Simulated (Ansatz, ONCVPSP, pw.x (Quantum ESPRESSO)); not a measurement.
What a changed setting does to a pw.x run (bcc H)

Potential: optimised norm-conserving Vanderbilt (ONCV), ONCVPSP 4.0.1.1 (patched build), PBE; core none, reference 1s1; waves: 1s: rc 0.75 bohr, ncon 3, nbas 7, qcut 7.5 1/bohr, 2 projectors, debl 0.5 Ha; p scattering state at 0.04 Ha: rc 0.70 bohr, ncon 3, nbas 6, qcut 12.3 1/bohr, 1 projector; local part: polynomial inside 0.60 bohr (lpopt 4, dvloc0 3.5 Ha); core correction: none.

The reference run (k-mesh 18³, cutoffs 140/560 Ry, Fermi–Dirac 0.01 Ry, mixing_beta 0.4, conv_thr 1e-9, no spin) gives -3.34 GPa at 3.033 Å³/atom, where all-electron LAPW gives -2.27 GPa. This run, with its own iteration cap, changes smearing to mv.

```
&control
  calculation='scf', prefix='x', pseudo_dir='./', outdir='./tmp', tstress=.true., disk_io='none'
/
&system
  ibrav=0, nat=1, ntyp=1, ecutwfc=140, ecutrho=560, nbnd=7,
  occupations='smearing', smearing='mv', degauss=0.01
/
&electrons
  conv_thr=1e-09, mixing_beta=0.4, electron_maxstep=50
/
ATOMIC_SPECIES
H 1.0 H.UPF
CELL_PARAMETERS angstrom
  -0.91187954 0.91187954 0.91187954
  0.91187954 -0.91187954 0.91187954
  0.91187954 0.91187954 -0.91187954
ATOMIC_POSITIONS crystal
H 0.0000 0.0000 0.0000
K_POINTS automatic
18 18 18 0 0 0
```

```bash
pw.x < H.scf.in > H.scf.out
```

**Question.** How does the run end?

**Answer.** It converges in 3 iterations; the free energy moves by +3.0 meV/atom and the pressure by -0.17 GPa. This scheme is built to cancel the term in the square of the width that Fermi–Dirac smearing leaves in the F of a metal.

```
Message from routine setup:
     using ibrav=0 with symmetry is DISCOURAGED, use correct ibrav instead
     lattice parameter (alat)  =       2.9847  a.u.
     unit-cell volume          =      20.4677 (a.u.)^3
     number of electrons       =         1.00
     number of Kohn-Sham states=            7
     kinetic-energy cutoff     =     140.0000  Ry
     charge density cutoff     =     560.0000  Ry
     scf convergence threshold =      1.0E-09
     Exchange-correlation= PBE
     number of k points=   195  Marzari-Vanderbilt smearing, width (Ry)=  0.0100
     iteration #  1     ecut=   140.00 Ry     beta= 0.40
     total energy              =      -1.07619265 Ry
     estimated scf accuracy    <       0.00000112 Ry
     iteration #  2     ecut=   140.00 Ry     beta= 0.40
     total energy              =      -1.07619580 Ry
     estimated scf accuracy    <       0.00000043 Ry
     iteration #  3     ecut=   140.00 Ry     beta= 0.40
     the Fermi energy is     3.6292 ev
!    total energy              =      -1.07619590 Ry
     estimated scf accuracy    <          7.4E-11 Ry
     smearing contrib. (-TS)   =      -0.00002506 Ry
     The total energy is F=E-TS. E is the sum of the following terms:
     one-electron contribution =       0.62435649 Ry
     hartree contribution      =       0.01849244 Ry
     xc contribution           =      -0.66306923 Ry
     ewald contribution        =      -1.05595055 Ry
     convergence has been achieved in   3 iterations
          total   stress  (Ry/bohr**3)                   (kbar)     P=      -35.11
     Message from routine punch:
     Nothing written, as per user request (disk_io='none')
```

The run took about 9.2 s on one core of a shared host (Neoverse-N1, 64 threads, 124 GiB, load 59).
